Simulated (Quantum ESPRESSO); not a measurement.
AlN:

```
Al N
1.0
     0.00000    2.18399    2.18399
     2.18399    0.00000    2.18399
     2.18399    2.18399    0.00000
Al N
1 1
Direct
  0.00000 0.00000 0.00000
  0.25000 0.25000 0.25000
```

Measurements of this composition are mostly on another form, of space group No. 186.

```yaml
Program: Quantum ESPRESSO 7.5
Task: relaxation of cell and atoms
Functional: PBE
Potentials_or_basis: PseudoDojo 0.4.1 SR PBE standard
Cutoff: 1143 eV
Density_cutoff: 4572 eV
k_mesh: 10 × 10 × 10
Occupations: fermi-dirac, width 0.05 eV
Spin: no spin polarisation
```

At the start: pressure 4.5 GPa; volume 10.42 Å³/atom.

Task: Where does the relaxation end?

Result: Over 3 steps the energy falls by 3.2 meV/atom and the volume is 10.65 Å³/atom (+2.2 %); space group F-43m (No. 216, to 0.05 Å).

Step by step:
| step | energy change (eV) | largest force (eV/Å) | pressure (GPa) | volume (Å³) |
| --- | --- | --- | --- | --- |
| 1 | 0.0000 | 0.0000 | 4.48 | 20.83 |
| 2 | -0.0031 | 0.0000 | 3.19 | 20.97 |
| 3 | -0.0065 | 0.0000 | 0.07 | 21.30 |

Final structure:
```cif
data_structure
_symmetry_space_group_name_H-M 'P 1'
_symmetry_Int_Tables_number 1
_cell_length_a 3.1113
_cell_length_b 3.1113
_cell_length_c 3.1113
_cell_angle_alpha 60.000
_cell_angle_beta 60.000
_cell_angle_gamma 60.000
_cell_volume 21.30
loop_
_atom_site_label
_atom_site_type_symbol
_atom_site_fract_x
_atom_site_fract_y
_atom_site_fract_z
_atom_site_occupancy
Al1 Al 0.00000 0.00000 0.00000 1
N1 N 0.25000 0.25000 0.25000 1
```
